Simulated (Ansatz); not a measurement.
# H-type MoTe2 bilayer (3R stacking) in a perpendicular field, part 2 of 2

Wanted: the out-of-plane response of the H-type MoTe2 bilayer (3R stacking). A positive field points along +c.

Ansatz 0.2.0; plane-wave DFT, r2SCAN-D4, Ansatz PAW (the session's first sound run).

So far, equivalent conductor thickness p/(ε₀AE) (Å): step 9 (response, atoms held) 12.5.

### Step 10. Same geometry, cutoff 420 eV, functional LDA

This step: plane-wave DFT, LDA, Ansatz PAW (Ansatz 0.2.0).

The geometry is kept and the functional is LDA; other changes against the main runs: SCF threshold 1.0e-10 → 1.0e-09 eV, cutoff 500 → 420, k-mesh 18×18×1 → 6×6×1 and no dispersion term, which doesn't act on the electrons.

Contents of input.yaml:

```yaml
crystal:
  lattice:
    - [3.5476124168, 0.0, 0.0]
    - [-1.7738062084, 3.0723224757, 0.0]
    - [0.0, 0.0, 28.7494211329]
  atoms:
    - { symbol: Te, position: [0.3333333333, 0.6666666667, 0.3130497814] }
    - { symbol: Mo, position: [0.0, 0.0, 0.3753804162] }
    - { symbol: Te, position: [0.3333333333, 0.6666666667, 0.4376696271] }
    - { symbol: Te, position: [0.6666666667, 0.3333333333, 0.5623218876] }
    - { symbol: Mo, position: [0.3333333333, 0.6666666667, 0.6246663856] }
    - { symbol: Te, position: [0.6666666667, 0.3333333333, 0.6869502186] }
kpoints:
  mp_grid: { grid: [6, 6, 1] }
hamiltonian:
  xc: lda
scf:
  occupations: { method: fermi_dirac, width: 0.02585 }
  convergence: { dr2_threshold: 1.0e-09 }
efield:
  axis: 3
  dipole_correction: true
  ramp_position: 0.968
  ramp_width: 0.064
  amplitude: 0.1
output:
  write_potential: true
  write_density: true
  volumetric_format: npy
```

The run is started by

```sh
$ ansatz run input.yaml --threads 4 --pin off --max-ram 12288MiB --backend cpu --events-out ev --progress --plain --runs-dir out
```

The job ended after 5.4 s (4 threads of Arm Neoverse V1, shared host; peak memory 0.67 GiB; 21 s of CPU time).

This step gave:

- dipole along the normal: 0.07919 e·Å

The dipole is 0.0792 e·Å.

### Step 11. Same geometry, cutoff 420 eV, functional LDA (run 2)

The same run in the opposite field.

input.yaml, as its differences from that of step 10:

```diff
@@ -24,3 +24,3 @@
   ramp_width: 0.064
-  amplitude: 0.1
+  amplitude: -0.1
 output:
```

The job ended after 5.5 s (4 threads; peak memory 0.67 GiB).

The dipole is -0.0732 e·Å.

### Step 12. Response at this level

This step: plane-wave DFT, LDA, Ansatz PAW; response to a field along the normal, atoms held (Ansatz 0.2.0).

The two signs of the field give the slope at this level.

This step gave:

- equivalent conductor thickness p/(ε₀AE): 12.65 Å

The induced dipole is that of a conductor 12.65 Å thick.

### Step 13. Same geometry, cutoff 420 eV, functional PBE

This step: plane-wave DFT, PBE, Ansatz PAW (Ansatz 0.2.0).

The geometry is kept and the functional is PBE; other changes against the main runs: SCF threshold 1.0e-10 → 1.0e-09 eV, cutoff 500 → 420, k-mesh 18×18×1 → 6×6×1 and no dispersion term, which doesn't act on the electrons.

input.yaml, as its differences from that of step 11:

```diff
@@ -15,3 +15,3 @@
 hamiltonian:
-  xc: lda
+  xc: pbe
 scf:
@@ -24,3 +24,3 @@
   ramp_width: 0.064
-  amplitude: -0.1
+  amplitude: 0.1
 output:
```

It took 5.4 s on 4 threads; peak memory 0.69 GiB.

The dipole is 0.0792 e·Å.

### Step 14. Same geometry, cutoff 420 eV, functional PBE (run 2)

input.yaml, as its differences from that of step 13:

```diff
@@ -24,3 +24,3 @@
   ramp_width: 0.064
-  amplitude: 0.1
+  amplitude: -0.1
 output:
```

The job ended after 5.4 s (4 threads; peak memory 0.68 GiB).

The dipole is -0.0732 e·Å.

### Step 15. Response at this level

This step: plane-wave DFT, PBE, Ansatz PAW; response to a field along the normal, atoms held (Ansatz 0.2.0).

The induced dipole is that of a conductor 12.64 Å thick.

### Step 16. Same geometry, cutoff 500 eV, functional r2SCAN

This step: plane-wave DFT, r2SCAN, Ansatz PAW (Ansatz 0.2.0).

The geometry is kept and the functional is r2SCAN; other changes against the main runs: SCF threshold 1.0e-10 → 1.0e-09 eV, k-mesh 18×18×1 → 6×6×1 and no dispersion term, which doesn't act on the electrons.

input.yaml, as its differences from that of step 14:

```diff
@@ -15,3 +15,3 @@
 hamiltonian:
-  xc: pbe
+  xc: r2scan
 scf:
@@ -24,3 +24,3 @@
   ramp_width: 0.064
-  amplitude: -0.1
+  amplitude: 0.1
 output:
```

Elapsed: 12 s, on 4 threads; peak memory 1.2 GiB.

The dipole is 0.0784 e·Å.

### Step 17. Same geometry, cutoff 500 eV, functional r2SCAN (run 2)

input.yaml, as its differences from that of step 16:

```diff
@@ -24,3 +24,3 @@
   ramp_width: 0.064
-  amplitude: 0.1
+  amplitude: -0.1
 output:
```

Elapsed: 13 s, on 4 threads; peak memory 1.3 GiB; 51 s of CPU time.

The dipole is -0.0722 e·Å.

### Step 18. Response at this level

This step: plane-wave DFT, r2SCAN, Ansatz PAW; response to a field along the normal, atoms held (Ansatz 0.2.0).

The induced dipole is that of a conductor 12.51 Å thick.

### Step 19. Same geometry, cutoff 420 eV, functional HSE06

This step: plane-wave DFT, HSE06, Ansatz PAW (Ansatz 0.2.0).

The geometry is kept and the functional is HSE06; other changes against the main runs: SCF threshold 1.0e-10 → 1.0e-09 eV, cutoff 500 → 420, k-mesh 18×18×1 → 6×6×1 and no dispersion term, which doesn't act on the electrons.

input.yaml, as its differences from that of step 17:

```diff
@@ -15,3 +15,3 @@
 hamiltonian:
-  xc: r2scan
+  xc: hse06
 scf:
@@ -24,3 +24,3 @@
   ramp_width: 0.064
-  amplitude: -0.1
+  amplitude: 0.1
 output:
```

It took 66 s on 4 threads; peak memory 4.4 GiB; 4.2 min of CPU time.

A gap read on the k-mesh alone can miss the band edges.

The dipole is 0.0781 e·Å.

### Step 20. Same geometry, cutoff 420 eV, functional HSE06 (run 2)

input.yaml, as its differences from that of step 19:

```diff
@@ -24,3 +24,3 @@
   ramp_width: 0.064
-  amplitude: 0.1
+  amplitude: -0.1
 output:
```

The job ended after 67 s (4 threads; peak memory 4.4 GiB; 4.3 min of CPU time).

The dipole is -0.0719 e·Å.

### Step 21. Comparing the runs

Times are for 4 threads of Arm Neoverse V1, shared host. The runs compared:

```
no.  functional     field  dipole along the normal (e·Å)   time  memory (GiB)
  1         lda   0.1 V/Å                        0.07919  5.4 s          0.67
  2         lda  -0.1 V/Å                       -0.07318  5.5 s          0.67
  3         pbe   0.1 V/Å                        0.07916  5.4 s          0.69
  4         pbe  -0.1 V/Å                       -0.07317  5.4 s          0.68
  5      r2scan   0.1 V/Å                        0.07842   12 s           1.2
  6      r2scan  -0.1 V/Å                       -0.07223   13 s           1.3
  7       hse06   0.1 V/Å                        0.07814   66 s           4.4
  8       hse06  -0.1 V/Å                       -0.07189   67 s           4.4
```

### Step 22. Response at this level

This step: plane-wave DFT, HSE06, Ansatz PAW; response to a field along the normal, atoms held (Ansatz 0.2.0).

The induced dipole is that of a conductor 12.45 Å thick.

### Step 23. The same run with other settings

This step: plane-wave DFT, r2SCAN-D4, Ansatz PAW (Ansatz 0.2.0).

An input spoilt on purpose, to show how the run answers: it repeats the earlier run at 0.05 V/Å with scf.max_iter to 5.

input.yaml, the sections that differ from step 20:

```yaml
kpoints:
  mp_grid: { grid: [18, 18, 1] }
  band_path:
    path: [[0, 0, 0], [0.5, 0, 0], [0.33333333, 0.33333333, 0], [0, 0, 0]]
    npoints: 16
hamiltonian:
  xc: r2scan
  dispersion: d4
scf:
  occupations: { method: fermi_dirac, width: 0.02585 }
  convergence: { dr2_threshold: 1.0e-10 }
  max_iter: 5
efield:
  axis: 3
  dipole_correction: true
  ramp_position: 0.97
  ramp_width: 0.06
  amplitude: 0.05
# crystal, output: as in step 20
```

Wall time 33 s (4 threads); peak memory 1.5 GiB.

Residual by cycle:

cycle, log10 residual and a bar from the least value:
```
        1       -0.5 ##############################
        2       -0.7 ############################
        3       -2.3 ############
        4       -2.1 ##############
        5       -3.5
```

After 5 cycles the residual stands at 3.3e-4. The cap of 5 cycles in the input ended the loop.

The program's message: “Error: did not converge after 5 iterations: dr2 = 3.32e-4 (threshold 1.00e-10), under the density mixer `msr1`, which `scf.mixing.algorithm: auto` chose by the deck's other keys (type `scf.mixing.algo …”

The fault put into the input: too few SCF iterations.

### Step 24. What came out

```json
{
 "gap without field": "1.10 eV",
 "ionisation energy, upper face": "4.99 eV",
 "electron affinity, upper face": "3.89 eV",
 "step between the vacuum levels": "-0.0505 eV",
 "equivalent conductor thickness, atoms held": "12.5 Å",
 "equivalent conductor thickness, LDA": "12.6 Å",
 "equivalent conductor thickness, PBE": "12.6 Å",
 "equivalent conductor thickness, r2SCAN": "12.5 Å",
 "equivalent conductor thickness, HSE06": "12.5 Å"
}
```

**Reading.** The induced dipole equals that of a perfect conductor 12.50 Å thick, while the outer atoms lie 10.75 Å apart; an out-of-plane ε follows only once a thickness t is chosen, by 1 − 1/ε = 12.50 Å / t. The two faces differ: the vacuum level above lies 0.05 eV lower than the one below. The gap goes from 1.10 eV to 0.94 eV at 0.3 V/Å. Across the functionals the thickness runs from 12.45 to 12.65 Å; those runs use a coarser k-mesh, so they are to be compared with each other. Semilocal functionals give gaps that are too small, and excitons are not included. Spin-orbit coupling is left out, which matters for the bands of elements this heavy.

[Logs are printed without paths, hosts, clocks, repeated set-up lines and the standing remarks that a program may print on its own settings, such as how far it seeks lower states.]

[Hosts, paths, dates, database ids (printed as entryN), source tags and the programs' standing remarks are cut or masked in the printed files.]

[Maps of the electrostatic potential energy from Ansatz leave out the sawtooth potential of an applied field or a dipole correction, so their vacuum need not be flat; planar profiles and work functions include it.]
